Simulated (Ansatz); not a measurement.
From three elastic constants to directional properties of C

Theory: DFT PBEsol, scalar-relativistic, plane waves, PAW (Ansatz 0.2.0). Plane waves to 420 eV; Γ-centred k mesh 12×12×12; fixed occupations. No spin polarisation.

Relaxed structure:
```xyz
2
Lattice="0.0000 1.7769 1.7769 1.7769 0.0000 1.7769 1.7769 1.7769 0.0000" Properties=species:S:1:pos:R:3 pbc="T T T"
C     0.0000    0.0000    0.0000
C     0.8885    0.8885    0.8885
```

With ions relaxed, on the cubic axes: C11 = 1069.5, C12 = 139.6, C44 = 573.0 GPa. The density is 3.555 g/cm³.

**Question.** Is the crystal stable against strain, and how anisotropic is it?

**Answer.** Born's conditions hold: C11 + 2C12 = 1348.7, C11 − C12 = 929.9 and C44 = 573.0 GPa are all positive. B = (C11 + 2C12)/3 = 449.6 GPa. The two shear moduli are C44 and C′ = (C11 − C12)/2 = 465.0 GPa, so Zener's ratio is A = C44/C′ = 1.23: the tetragonal shear C′ is the soft one, as in many fcc and bcc metals and zincblende crystals. The Cauchy pressure C12 − C44 is -433.4 GPa; it would vanish for pair forces between atoms on inversion centres at zero pressure, and a negative value is usual with directional bonding, though many-body forces give one in some ionic oxides too.

**Question.** Give the sound speeds along the three symmetry directions.

**Answer.** The Christoffel equation gives ρv² for each branch:
```tsv
direction	branch	ρv²	GPa	v (m/s)
[100]	L	C11	1069.5	17345
[100]	T (×2)	C44	573.0	12696
[110]	L	(C11 + C12 + 2C44)/2	1177.5	18200
[110]	T, u ∥ [001]	C44	573.0	12696
[110]	T, u ∥ [1-10]	(C11 − C12)/2	465.0	11436
[111]	L	(C11 + 2C12 + 4C44)/3	1213.5	18476
[111]	T (×2)	(C11 − C12 + C44)/3	501.0	11871
```

**Question.** How does Young's modulus depend on direction?

**Answer.** Inverting gives S11 = 0.964, S12 = -0.111, S44 = 1.745 TPa⁻¹. Along a unit vector (l, m, n), 1/E = S11 − 2(S11 − S12 − S44/2)(l²m² + m²n² + n²l²), where the last bracket is 0, 1/4 and 1/3 for [100], [110] and [111]: E = 1037, 1159 and 1206 GPa. With A > 1 the body diagonal is stiffest. For a film on (001), the biaxial modulus is C11 + C12 − 2C12²/C11 = 1173 GPa and the normal strain is −2C12/C11 = -0.26 times the in-plane one.

Cost: 2 runs of about 1.1 core-minutes in all, on Intel Xeon Platinum 8559C (Emerald Rapids) (shared hosts).

The crystal resists changes of shape even more strongly than changes of volume: both shear moduli, 573.0 and 465.0 GPa, exceed the bulk modulus of 449.6 GPa, which is unusual among solids. This fits the sp³ network of diamond. Compression mainly shortens the bonds, whereas tetragonal shear must bend the angles between them. Carbon has no p shell in its core, so its valence 2p orbitals are compact and form short, strong, highly directional bonds that make such bending costly. The same angular stiffness keeps C12 small, so a stretched crystal contracts little sideways.

The modest anisotropy follows the bond geometry. A pull along [111] loads one set of bonds head-on, while a pull along [100] is accommodated more by opening and closing angles, hence the rise in Young's modulus from 1037 to 1206 GPa. The high sound speeds combine this stiffness with carbon's low atomic mass. The positive elastic moduli establish stability against small homogeneous strains, not against transformation to graphite, which is favoured at ambient pressure.
